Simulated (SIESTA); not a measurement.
Runs of SIESTA 5.4.2 on Al2Au. Symmetry: Fm-3m, No. 225, cubic system. The conventional cell has a = 6.000 Å, b = 6.000 Å, c = 6.000 Å, α = 90.00°, β = 90.00°, γ = 90.00°. Au (site symmetry m-3m) has 8 Al at 2.60 Å as nearest neighbours. Al (site symmetry -43m) is surrounded by 4 Au at 2.60 Å. 

```tsv
task	level	potentials or basis	cell	gap on the mesh (eV)	pressure (GPa)	V0 of scaled cells (Å³/atom)	B0 (GPa)
equation of state	LDA	PseudoDojo 0.4 standard (LDA files), DZP (energy shift 0.003 Ry; two zetas on semicore shells)	as given	-	-	(a)	121
equation of state	PBEsol	PseudoDojo 0.4 standard (PBEsol files), DZP (energy shift 0.003 Ry; two zetas on semicore shells)	as given	-	-	18.05	115
equation of state	PBE	PseudoDojo 0.4 standard (PBE files), DZP (energy shift 0.003 Ry; two zetas on semicore shells)	as given	-	-	18.57	106
single point	PBE	PseudoDojo 0.4 standard (PBE files), DZP (energy shift 0.003 Ry; two zetas on semicore shells)	atoms moved at random, drawn with an rms of 0.05 Å	none	3.7	-	-
single point	PBE	PseudoDojo 0.4 standard (PBE files), DZP (energy shift 0.003 Ry; two zetas on semicore shells)	as given	none	(b)	-	-
```

Alike in all rows: no spin polarisation; k mesh 8 × 8 × 8; smearing fermi-dirac 0.05 eV; grid cutoff 800 Ry; energy shift 0.003 Ry.

Q: Fill in the values left out.

A: (a) 17.63; (b) 3.6.

Caveats: short orbitals over semicore shells can move pressures by several GPa; the basis of atomic orbitals isn't converged, which shifts pressures, moduli and gaps.

A k mesh can miss the band edges, and the runs leave out spin-orbit coupling on Au.

A gap of «none» marks a metal or a gap under the smearing width.
